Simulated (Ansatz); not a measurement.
A trial cell of Si2Ge, before relaxation:

```cif
data_structure
_symmetry_space_group_name_H-M 'P-3m1'
_symmetry_Int_Tables_number 164
_cell_length_a 3.6046
_cell_length_b 3.6046
_cell_length_c 8.8295
_cell_angle_alpha 90.000
_cell_angle_beta 90.000
_cell_angle_gamma 120.000
_cell_volume 99.35
loop_
_atom_site_label
_atom_site_type_symbol
_atom_site_symmetry_multiplicity
_atom_site_Wyckoff_symbol
_atom_site_fract_x
_atom_site_fract_y
_atom_site_fract_z
_atom_site_occupancy
Si1 Si 2 d 0.33333 0.66667 0.54167 1
Si2 Si 2 d 0.66667 0.33333 0.20833 1
Ge1 Ge 2 c 0.00000 0.00000 0.87500 1
```

All numbers below come from DFT PBE, scalar-relativistic, plane waves, PAW (Ansatz 0.2.0). Cutoff 420 eV, Gaussian smearing, Γ-centred meshes. Cell and atoms relax first on a coarse mesh and then on a converged one. In between, the cell is made exact in the group found at 0.06 Å. The steps can't lower the symmetry of their start. No spin polarisation.

A guess keeps its type if space group and coordination stay and the shape of the cell changes little (axis ratios within about 15 %, angles within 6°); the volume may change.

Question: Does it keep its structure type, or change into something else?

Answer: It keeps its type. The symmetry stays P-3m1 (No. 164). The volume per atom grows by 29.5 %, from 16.6 to 21.4 Å³. The shortest distance goes from 2.21 Å (Si–Ge, Ge–Ge and Si–Si) to 2.37 Å (Si–Si). The ratio c/a of the conventional cell changes by a factor of 1.00. Counting neighbours within 15 % of an atom's shortest distance, the start has Ge 4, Si 4 and the end Ge 4, Si 4.

The last run used a 12×12×4 mesh (in the run's order of axes) for its 6-atom cell and Gaussian smearing of 0.02 eV. A later test with randomly moved atoms came back to the same energy, though modes that don't fit the test's cell weren't probed.
